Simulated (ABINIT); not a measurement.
**WC in ABINIT: the effect of functional**

Crystal: WC.

```
W C
1.0
     0.00000    2.19268    2.19268
     2.19268    0.00000    2.19268
     2.19268    2.19268    0.00000
W C
1 1
Direct
  0.00000 0.00000 0.00000
  0.50000 0.50000 0.50000
```

Measurements of this composition are mostly on another form, of space group No. 187.

Alike in all runs:

- Program: ABINIT 10.8.3 (patched build)
- Task: single point
- Potentials or basis: JTH PAW PBE v2.0
- Cutoff: 626 eV
- k mesh: 10 × 10 × 10
- Occupations: fermi-dirac, width 0.05 eV
- Spin: no spin polarisation

```csv
functional,pressure (GPa)
PBE,-1.1
LDA,?
PBEsol,-9.5
RPBE,3.1
BLYP,11.8
AM05,-11.8
r2SCAN,-3.1
SCAN,-8.1
revPBE,1.9
PW91,-0.6
WC,-7.7
```

Problem. What does the run with functional LDA give?

Solution. Pressure -15.2 GPa.

Caveats: the highest band is partly filled, so the run has too few bands; the PAW data sets were made with another functional, which shifts forces and pressure a little (some runs).
